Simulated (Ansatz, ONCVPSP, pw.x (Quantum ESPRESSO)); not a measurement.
# Equation-of-state test of one ONCV potential (platinum (Pt))

```
Element                 : Pt
Generator               : ONCVPSP 4.0.1.1 (patched build)
Type                    : optimised norm-conserving Vanderbilt (ONCV)
Functional              : PBE
Relativity              : scalar-relativistic
Frozen core             : [Kr] 4d10 4f14
Valence charge          : 18
Reference configuration : 5s2 5p6 5d9 6s1
Partial waves           : 5s+6s: rc 1.45 bohr, ncon 4, nbas 7, qcut 9 1/bohr, 2 projectors; 5p: rc 1.35 bohr, ncon 4, nbas 8, qcut 11.3 1/bohr, 2 projectors, debl 2.7 Ha; 5d: rc 1.40 bohr, ncon 4, nbas 8, qcut 8.1 1/bohr, 2 projectors, debl 0.3 Ha
Local potential         : polynomial inside 0.76 bohr (lpopt 5, dvloc0 3 Ha)
Core correction         : Teter function, fcfact 3.5, rcfact 1.1
```

Crystal test: bcc Pt in pw.x 7.5, no spin, 15³ k-points, Fermi–Dirac smearing 0.01 Ry, cutoffs 115/460 Ry. The reference is all-electron LAPW (Ansatz 0.2.0) with the same functional, mesh and smearing; V0 and B0 come from Birch–Murnaghan fits to the pressures at five volumes. Errors are pseudo minus all-electron; Δ is the rms difference of the E(V) curves that follow from these fits, minima aligned, over ±6 % about the mean V0. Mesh and smearing are coarse, so the numbers serve the comparison and aren't converged zero-temperature values; the lattice is a test structure that the element need not adopt.

All-electron: a0 = 3.165 Å (V0 = 15.85 Å³/atom), B0 = 235.3 GPa.

**Question.** How far does the potential miss the all-electron equation of state?

**Answer.** converged, but broken (pressure over 100 GPa off). The pressure does not cross zero within the volumes sampled, so no fit is given. The pseudo pressure rises with volume over the whole range, a mechanical instability. Note: ghosts flagged at negative energy: s at -307.7 eV; GHOST(+) flagged for p at 178.2 eV. A true bound ghost makes a file unfit for plane-wave use. A pressure error of this size marks a broken potential; the numbers have no physical meaning.

```
V (Å³/atom)  P all-electron (GPa)  P pseudo (GPa)
     15.066                 13.63        -1592.20
     15.463                  6.17        -1559.43
     15.859                 -0.19        -1527.41
     16.255                 -5.60        -1495.47
     16.652                -10.19        -1465.30
```

**Question.** At the middle volume, how do free energy and pressure move when the wave cutoff is lowered (ecutrho kept at four times it)?

**Answer.**

```tsv
cutoff (Ry)	shift of F (meV/atom)	shift of P (GPa)
52	+453278.1	+812.02
69	+264322.6	-3930.78
92	+76379.6	-1713.59
```

The run at the middle volume (120 k-points, 11 iterations) took about 2.1 min on one core of a shared host (Neoverse-N1, 64 threads, 124 GiB, load 59).
